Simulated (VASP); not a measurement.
# Hf3H5 (P1) in VASP: a series of runs, part 2 of 2

VASP 6.6.1. Earlier steps stand in the parts before.

## (3) Single point, revPBE

This run uses another cell than the first one, of 12.19 Å³/atom, 0.992 times its volume.

File INCAR:

```
SYSTEM = Hf3H5
ALGO = Fast
EDIFF = 1E-7
ENCUT = 520
GGA = RE
ISIF = 2
ISMEAR = -1
LASPH = .True.
LCHARG = .True.
LELF = .True.
LREAL = Auto
LVHAR = .True.
LWAVE = .False.
NBANDS = 49
NELM = 100
PREC = Accurate
SIGMA = 0.05
```

File KPOINTS:

```
k-points
0
Gamma
  3 2 4
  0 0 0
```

File POSCAR:

```
Hf3H5
1.0
    5.0637520000     -0.0343420000     -0.0510410000
   -0.0660370000      9.9117240000      0.1286340000
   -0.0388760000      0.0509500000      3.8867150000
H Hf
10 6
Direct
    0.2571058020      0.3851287505      0.5094729831
    0.7327942806      0.6068616087      0.4642757487
    0.7871613202      0.1115055879      0.5428082818
    0.1525934077      0.8491500507      0.4465441774
    0.0095224399      0.5107441844      1.0204048837
    0.4210308260      0.9982717705      0.9980917416
    0.1462231473      0.1926919659     -0.1447691335
    0.8429484812      0.8383442542      0.0626432241
    0.6772947395      0.2373771486      0.9600760613
    0.4001516805      0.7054515350      0.0382747614
   -0.0002418114      0.9974826899      0.0031320715
    0.5044838382      0.4968067071     -0.0012753378
    0.3568716826      0.1330764270      0.5061407730
    0.6449821614      0.8735286314      0.4925275078
    0.8527381694      0.3693982257      0.5102546591
    0.1528897475      0.6299435259      0.5117600570
```

Potentials or basis: VASP PAW PBE potentials, release 64 (H, Hf_pv).

Run with:

```console
$ cat potpaw_PBE.64/H/POTCAR potpaw_PBE.64/Hf_pv/POTCAR > POTCAR
$ mpirun -np 1 vasp_std > vasp.out
```

OUTCAR:

```text
SYSTEM = Hf3H5
   EDIFF = 1E-7
   ENCUT = 520
   GGA = RE
   ISIF = 2
   ISMEAR = -1
   LASPH = .True.
   LREAL = Auto
   NELM = 100
   PREC = Accurate

 ion  position               nearest neighbor table
   1  0.257  0.385  0.509-  15 2.05
   2  0.733  0.607  0.464-  16 2.14
   3  0.787  0.112  0.543-  13 2.19  11 2.34
   4  0.153  0.849  0.447-  16 2.18  11 2.36
   5  0.010  0.511  0.020-  16 2.37
   6  0.421  0.998  0.998-  11 2.13  13 2.32
   7  0.146  0.193  0.855-  13 1.86  11 2.13
   8  0.843  0.838  0.063-  11 1.77  14 2.01
   9  0.677  0.237  0.960-  15 2.34
  10  0.400  0.705  0.038-  12 2.15  16 2.35
  11  1.000  0.997  0.003-   8 1.77   7 2.13   6 2.13   3 2.34   4 2.36  14 2.88  14 2.93  13 2.96
                            13 2.97
  12  0.504  0.497  0.999-  10 2.15  16 2.88  15 2.91  15 2.94  16 3.04
  13  0.357  0.133  0.506-   7 1.86   3 2.19   6 2.32  11 2.96  11 2.97  14 2.98  15 3.41  15 3.49

  14  0.645  0.874  0.493-   8 2.01  11 2.88  11 2.93  13 2.98  16 3.45  16 3.55
  15  0.853  0.369  0.510-   1 2.05   9 2.34  12 2.91  12 2.94  16 2.98  13 3.41  13 3.49
  16  0.153  0.630  0.512-   2 2.14   4 2.18  10 2.35   5 2.37  12 2.88  15 2.98  12 3.04  14 3.45
                            14 3.55

  LATTYP: Found a triclinic cell.
 ALAT       =     3.8872433339
 B/A-ratio  =     3.1994056219
 C/A-ratio  =     1.3027549968
 COS(alpha) =     0.0017883071
 COS(beta)  =     0.0201666300
 COS(gamma) =     0.6042756825

  Lattice vectors:

 A1 = (   0.0388760000,  -0.0509500000,  -3.8867150000)
 A2 = (   0.0117150000,   9.8098240000,  -7.6447960000)
 A3 = (   5.0637520000,  -0.0343420000,  -0.0510410000)

Analysis of symmetry for initial positions (statically):
=====================================================================
 Subroutine PRICEL returns:
 Original cell was already a primitive cell.

 Routine SETGRP: Setting up the symmetry group for a
 triclinic supercell.

 Subroutine GETGRP returns: Found  1 space group operations
 (whereof  1 operations were pure point group operations)
 out of a pool of  2 trial point group operations.

The static configuration has the point symmetry C_1 .

Analysis of symmetry for dynamics (positions and initial velocities):
=====================================================================
 Subroutine PRICEL returns:
 Original cell was already a primitive cell.

 Routine SETGRP: Setting up the symmetry group for a
 triclinic supercell.

 Subroutine GETGRP returns: Found  1 space group operations
 (whereof  1 operations were pure point group operations)
 out of a pool of  2 trial point group operations.

The dynamic configuration has the point symmetry C_1 .

 Subroutine INISYM returns: Found  1 space group operations
 (whereof  1 operations are pure point group operations),
 and found     1 'primitive' translations

----------------------------------------------------------------------------------------

                                     Primitive cell

  volume of cell :     195.0149

  direct lattice vectors                    reciprocal lattice vectors
     5.063752000 -0.034342000 -0.051041000     0.197510520  0.001290497  0.001958638
    -0.066037000  9.911724000  0.128634000     0.000671113  0.100912174 -0.001316120
    -0.038876000  0.050950000  3.886715000     0.002571531 -0.003322824  0.257355960

[... 80 lines left out ...]
  0.000000  0.500000  0.500000      1.000000
  0.333333  0.500000  0.500000      2.000000
   k-points           NKPTS =     14   k-points in BZ     NKDIM =     14   number of bands    NBANDS=     49
   number of dos      NEDOS =    301   number of ions     NIONS =     16
   total plane-waves  NPLWV =  96000
   dimension x,y,z NGX =    40 NGY =   80 NGZ =   30
   dimension x,y,z NGXF=    80 NGYF=  160 NGZF=   60
   ions per type =              10   6
   NGX,Y,Z   is equivalent  to a cutoff of  13.13, 13.42, 12.83 a.u.
   NGXF,Y,Z  is equivalent  to a cutoff of  26.26, 26.83, 25.66 a.u.
 SYSTEM =  Hf3H5
   PREC   = accura    normal or accurate (medium, high low for compatibility)
   ISTART =      0    job   : 0-new  1-cont  2-samecut
   ICHARG =      2    charge: 1-file 2-atom 10-const
   ISPIN  =      1    spin polarized calculation?
   LNONCOLLINEAR =      F non collinear calculations
   LSORBIT =      F    spin-orbit coupling
   LASPH  =      T    aspherical Exc in radial PAW
   ENCUT  =  520.0 eV  38.22 Ry    6.18 a.u.   9.42 18.43  7.23*2*pi/ulx,y,z
   NELM   =    100;   NELMIN=  2; NELMDL= -5     # of ELM steps
   EDIFF  = 0.1E-06   stopping-criterion for ELM
   LREAL  =      T    real-space projection
   EDIFFG = 0.1E-05   stopping-criterion for IOM
   NSW    =      0    number of steps for IOM
   IBRION =     -1    ionic relax: 0-MD 1-quasi-New 2-CG
   NFREE  =      0    steps in history (QN), initial steepest desc. (CG)
   ISIF   =      2    stress and relaxation
   ISYM   =      2    0-nonsym 1-usesym 2-fastsym
   POTIM  = 0.5000    time-step for ionic-motion
   TEBEG  =    0.0;   TEEND  =   0.0 temperature during run
   PSTRESS=    0.0 pullay stress
   NELECT =      70.0000    total number of electrons
   NUPDOWN=      -1.0000    fix difference up-down
   EMIN   =  10.00;   EMAX   =-10.00  energy-range for DOS
   EFERMI =   0.00;   METHOD = LEGACY
   ISMEAR =    -1;   SIGMA  =   0.05  broadening in eV -4-tet -1-fermi 0-gaus
   EFERMI_NEDOS =   21; number of points for ismear=-14 and -15
   IALGO  =     68    algorithm
   IMIX   =      4    mixing-type and parameters
     AMIX     =   0.40;   BMIX     =  1.00
     AMIX_MAG =   1.60;   BMIX_MAG =  1.00
  volume/ion in A,a.u.               =      12.19        82.25
  Fermi-wavevector in a.u.,A,eV,Ry     =   1.163460  2.198621 18.417390  1.353640
  Thomas-Fermi vector in A             =   2.300010
   LORBIT       =      0    0 simple, 1 ext, 2 COOP (PROOUT), +10 PAW based schemes
   GGA     = RE    functional components
   LHFCALC =     F    Hartree Fock is set to
   AEXX    =    0.0000 exact exchange contribution
   IVDW    =     0    specifies the selected vdW correction
   LEPSILON=     F    determine dielectric tensor
   LRPA    =     F    only Hartree local field effects (RPA)
 non-spin polarized calculation
 RMM-DIIS sequential band-by-band and
  energy-cutoff  :      520.00
  volume of cell :      195.01
 maximum number of plane-waves:      5266
 NGX is ok and might be reduce to    40
   NGX = 19   NGY = 37   NGZ = 15

 number of electron      70.0000002 magnetization

 Free energy of the ion-electron system (eV)
  ---------------------------------------------------
  ext. energy  EPLUGINS =         0.00000000
  ---------------------------------------------------
  free energy    TOTEN  =       -87.18796861 eV

  energy without entropy =      -87.10475097  energy(sigma->0) =      -87.14635979

 E-fermi :   3.5839     XC(G=0): -10.2040

 val. band max:        3.5791720315   @ k =   0.0000   0.5000   0.0000
 cond. band min:       3.6003814623   @ k =   0.3333   0.5000   0.5000
 fundamental gap:      0.0212094308
 Fermi energy:         3.5839437706

 k-point     1 :       0.0000    0.0000    0.0000
  band No.  band energies     occupation
      1     -27.7782      2.00000
      2     -27.7584      2.00000
      3     -27.7354      2.00000
      4     -27.7244      2.00000
      5     -27.6586      2.00000
      6     -27.6456      2.00000
[... 689 lines left out ...]
     46       6.1319      0.00000
     47       6.4277      0.00000
 [bands above 47 left out]

------------------------ aborting loop because EDIFF is reached ----------------------------------------

  FORCE on cell =-STRESS in cart. coord.  units (eV):
  Direction    XX          YY          ZZ          XY          YZ          ZX
  --------------------------------------------------------------------------------------
  -------------------------------------------------------------------------------------
  Total       -5.3312184    -10.7730934    -14.1191898      1.6322277      1.2782726     -1.8513790
  in kB      -43.7995132    -88.5081437   -115.9985565     13.4098390     10.5018618    -15.2103130
  external PRESSURE =     -82.7687378 kB  Pullay stress =       0.0000000 kB

 VOLUME and BASIS-vectors are now :
 -----------------------------------------------------------------------------
  energy-cutoff  :      520.00
  volume of cell :      195.01
      direct lattice vectors                 reciprocal lattice vectors
     5.063752000 -0.034342000 -0.051041000     0.197510520  0.001290497  0.001958638
    -0.066037000  9.911724000  0.128634000     0.000671113  0.100912174 -0.001316120
    -0.038876000  0.050950000  3.886715000     0.002571531 -0.003322824  0.257355960

 POSITION                                       TOTAL-FORCE (eV/Angst)
 -----------------------------------------------------------------------------------
      1.25668      3.83442      2.01659         0.370441      0.312480     -0.067807
      3.65256      6.01353      1.84517         0.030533     -0.499062      0.173064
      3.95752      1.10584      2.08391        -0.268590     -0.589581     -0.251640
      0.69926      8.43405      1.83703         0.051441      0.200970      0.134146
      0.01370      5.06307      0.14452         0.051031     -0.127975     -0.102802
      2.02727      9.93099      3.98622         0.002334      0.161410     -0.162411
[... 8 lines left out ...]
      4.27382      3.65809      1.98721         0.523396     -1.483229      0.172558
      0.71270      6.26465      2.06229        -0.268194      1.080803     -0.474542
 -----------------------------------------------------------------------------------
    total drift:                                0.003258      0.000732     -0.001867

  FREE ENERGIE OF THE ION-ELECTRON SYSTEM (eV)
  ---------------------------------------------------
  free  energy   TOTEN  =       -87.1879686142 eV

  energy  without entropy=      -87.1047509701  energy(sigma->0) =      -87.14635979
```

It took 2.7 min on 1 thread of Intel Xeon 6975P-C (Granite Rapids), shared host; peak memory 0.34 GiB.

Results:

- Free energy: -87.1880 eV
- Pressure: -8.3 GPa
- Largest force: 2.644 eV/Å
- Band gap on the k mesh: none (metal or under the smearing width)

Forces in eV/Å, atoms in the order of the input:
```
H    0.370  0.312 -0.068
H    0.031 -0.499  0.173
H   -0.269 -0.590 -0.252
H    0.051  0.201  0.134
H    0.051 -0.128 -0.103
H    0.002  0.161 -0.162
H   -0.629  0.092  0.899
H   -1.463 -1.604 -0.222
H   -0.350  0.764 -0.049
H   -0.329 -0.435 -0.059
Hf   1.326  2.259 -0.357
Hf  -0.231  0.163  0.519
Hf   1.973  1.328 -0.524
Hf  -0.789 -1.623  0.373
Hf   0.523 -1.483  0.173
Hf  -0.268  1.081 -0.475
```

Caveat: the k mesh is coarse (spacing up to 0.41 Å⁻¹), so the values aren't converged; the PAW data sets were made with another functional, which shifts forces and pressure a little. Spin-orbit coupling is left out, which matters for the levels of Hf.

## (4) Single point, revPBE

This run uses another cell than the first one, of 12.09 Å³/atom, 0.984 times its volume.

File INCAR:

```
  PREC = Accurate
  ENCUT = 520
  EDIFF = 1E-6
  ISMEAR = -1
  SIGMA = 0.05
  LREAL = Auto
  LASPH = T
  NELM = 100
  ALGO = Fast
  ISIF = 2
  LWAVE = F
  LCHARG = F
  GGA = RE
  NBANDS = 49
```

File KPOINTS:

```
regular mesh
0
Gamma
  3 2 4
```

File POSCAR:

```
Hf3H5
1.0
    5.0495520000     -0.0342460000     -0.0508980000
   -0.0658520000      9.8839300000      0.1282730000
   -0.0387670000      0.0508070000      3.8758160000
H Hf
10 6
Direct
    0.2422352352      0.3935479097      0.5070678582
    0.7428513494      0.5972597387      0.4463014626
    0.7727028188      0.1038936652      0.5459142735
    0.1384777843      0.8381358567      0.4151430412
    0.0153639559      0.5131466106      1.0251338401
    0.3855748661      1.0001902154      0.9982152378
    0.1448073584      0.1750559919     -0.1782057126
    0.8059620601      0.8493286980      0.0735248827
    0.6934289381      0.2378303697      0.9475552841
    0.3961489595      0.6886019722      0.0533947300
   -0.0016124925      0.9969043069      0.0025664328
    0.5036922283      0.4962831651     -0.0025315452
    0.3574368728      0.1333647360      0.5050104874
    0.6448240430      0.8736392643      0.4924973024
    0.8533758368      0.3696693589      0.5103360236
    0.1545171794      0.6301588874      0.5132021862
```

Run with:

```console
$ cat potpaw_PBE.64/H/POTCAR potpaw_PBE.64/Hf_pv/POTCAR > POTCAR
$ mpirun -np 1 vasp_std > vasp.out
```

Run time: 3.3 min. Hardware: 1 thread of Intel Xeon 6975P-C (Granite Rapids), shared host; peak memory 0.34 GiB.

Results (log left out):

| Quantity | Value |
| --- | --- |
| Free energy | -87.0735 eV |
| Pressure | -4.8 GPa |
| Largest force | 3.358 eV/Å |
| Band gap on the k mesh | none (metal or under the smearing width) |

Forces on the atoms (eV/Å):
```
H    0.673  0.431  0.016
H    0.001 -0.600  0.216
H   -0.187 -0.743 -0.197
H   -0.026  0.392  0.034
H    0.060 -0.190 -0.199
H    0.688  0.195 -0.211
H   -1.580  0.737  1.886
H   -1.248 -1.432 -0.949
H   -0.454  0.713  0.011
H   -0.436  0.084  0.000
Hf   1.052  1.850 -0.321
Hf  -0.148 -0.297  0.668
Hf   2.834  0.898 -1.561
Hf  -1.225 -1.455  1.101
Hf   0.350 -1.377  0.007
Hf  -0.353  0.795 -0.498
```

Stress tensor (GPa, compression positive):
```
 0.56  0.91 -3.24
 0.91 -6.88  1.51
-3.24  1.51 -8.05
```

Levels at points of the mesh, in eV from the Fermi level:
| k point | band 31 | band 32 | band 33 | band 34 | band 35 | band 36 | band 37 | band 38 | band 39 | band 40 |
| --- | --- | --- | --- | --- | --- | --- | --- | --- | --- | --- |
| (0.00, 0.00, 0.00) | -0.88 | -0.70 | -0.56 | -0.39 | 0.23 | 0.46 | 0.59 | 0.63 | 1.25 | 1.41 |
| (0.00, 0.50, 0.00) | -0.80 | -0.65 | -0.34 | 0.08 | 0.38 | 0.50 | 0.59 | 0.73 | 0.96 | 1.15 |
| (0.00, 0.00, 0.50) | -0.96 | -0.83 | -0.07 | 0.27 | 0.38 | 0.59 | 0.71 | 1.06 | 1.45 | 1.74 |
| (0.00, 0.50, 0.50) | -0.83 | -0.51 | -0.40 | -0.10 | 0.67 | 0.74 | 0.89 | 1.20 | 1.27 | 1.91 |

Caveat: the k mesh is coarse (spacing up to 0.41 Å⁻¹), so the values aren't converged; the PAW data sets were made with another functional, which shifts forces and pressure a little.

## (5) The runs side by side

```csv
cell,gap on the mesh (eV),pressure (GPa),largest force (eV/Å)
"P1, 12.28 Å³/atom",none,-12.2,1.97
"P1, 12.19 Å³/atom",none,-8.3,2.64
"P1, 12.09 Å³/atom",none,-4.8,3.36
```

Alike in all rows: task single point; level revPBE; potentials or basis VASP PAW PBE potentials, release 64 (H, Hf_pv); no spin polarisation; k mesh 3 × 2 × 4; cutoff (eV) 520; smearing fermi-dirac 0.05 eV; the mesh is coarse, so values aren't converged.

Caveats: all runs use coarse meshes; the PAW data sets were made with another functional, which shifts forces and pressure a little.

Absolute energies hang on the potentials; compare differences alone.
